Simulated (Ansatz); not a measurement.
# Clamped-ion strain scan in ZnS

Method: Ansatz 0.2.0, DFT PBE, scalar-relativistic, plane waves, PAW. The runs took a 420 eV cutoff, a Γ-centred 12×12×6 mesh and Gaussian smearing (0.05 eV). No spin polarisation. Energies are free energies at this smearing, counted from the undisturbed cell; pressure is positive in compression.

The undisturbed cell (as given, not relaxed at this level; it stands at 2.3 GPa):

```
Zn S
1.0
     3.81100    0.00000    0.00000
    -1.90550    3.30042    0.00000
     0.00000    0.00000    6.23400
Zn S
2 2
Cartesian
  0.0000 2.2003 0.0000
  1.9055 1.1001 3.1170
  0.0000 2.2003 2.4001
  1.9055 1.1001 5.5171
```

The cell is strained by ε times the Voigt pattern (0, 0, 0, 0, 0, 1) (xx, yy, zz, yz, xz, xy; engineering shear) with fractional coordinates fixed.

| ε | ΔE (meV/atom) | stress summed along the pattern (GPa, tension positive) | pressure (GPa) | gap on the mesh (eV) |
| --- | --- | --- | --- | --- |
| -0.0200 | ? | -1.19 | 2.4 | ? |
| -0.0100 | 0.4 | -0.59 | 2.3 | 2.24 |
| 0.0000 | 0.0 | 0.00 | 2.3 | 2.25 |
| 0.0025 | 0.0 | ? | ? | 2.25 |
| 0.0050 | 0.1 | 0.30 | 2.3 | 2.25 |
| 0.0075 | 0.2 | 0.45 | 2.3 | 2.24 |
| 0.0125 | 0.6 | 0.74 | 2.3 | 2.24 |
| 0.0150 | 0.8 | 0.89 | 2.3 | 2.23 |
| 0.0175 | 1.1 | 1.04 | 2.4 | 2.23 |

By symmetry 0.0200 repeats -0.0200, -0.0150 repeats 0.0150, 0.0100 repeats -0.0100, -0.0050 repeats 0.0050 in energy, with the opposite slope along the path.

Task: Give the withheld values.

Result: ΔE (meV/atom) at ε = -0.0200: 1.5; gap on the mesh (eV) at ε = -0.0200: 2.22; stress summed along the pattern (GPa, tension positive) at ε = 0.0025: 0.15; pressure (GPa) at ε = 0.0025: 2.3.